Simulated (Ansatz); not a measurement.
The system is AlNi.

```xyz
2
Lattice="2.8810 0.0000 0.0000 0.0000 2.8810 0.0000 0.0000 0.0000 2.8810" Properties=species:S:1:pos:R:3 pbc="T T T"
Ni    1.4405    1.4405    1.4405
Al    0.0000    0.0000    0.0000
```

| Property | Result |
| --- | --- |
| Program | Ansatz 0.2.0 |
| Task | relaxation of cell and atoms |
| Functional | PBEsol |
| Dispersion | D3(BJ) |
| Potentials or basis | Ansatz PAW |
| Cutoff | 420 eV (not typed: the program's choice for these potentials) |
| k mesh | 9 × 9 × 9 |
| Occupations | fermi-dirac, width 0.05 eV |
| Spin | collinear spin, ferromagnetic start |
| Starting moments | [1.0, 0.0] μB |

At the start: volume 11.96 Å³/atom.

Where does the relaxation end?

It ends after 5 steps and the volume is 11.34 Å³/atom (-5.1 %); space group Pm-3m (No. 221, to 0.05 Å); moment 0.00 μB per cell.

The path:
```csv
step,energy change (eV),largest force (eV/Å),volume (Å³)
1,0.0000,0.0000,23.91
2,-0.0302,0.0000,23.15
3,-0.0357,0.0000,22.64
4,-0.0357,0.0000,22.69
5,-0.0353,0.0000,22.69
```

Final structure:
```xyz
2
Lattice="2.8308 0.0000 0.0000 0.0000 2.8308 0.0000 0.0000 0.0000 2.8308" Properties=species:S:1:pos:R:3 pbc="T T T"
Ni    1.4154    1.4154    1.4154
Al    0.0000    0.0000    0.0000
```

Caveat: the plane-wave basis is chosen anew once the cell has moved, so the energies of steps on either side of that aren't comparable; the PAW data sets come from PBE, with cores solved anew for the run's functional, which leaves a small shift of forces and pressure; the starting moments weren't kept.
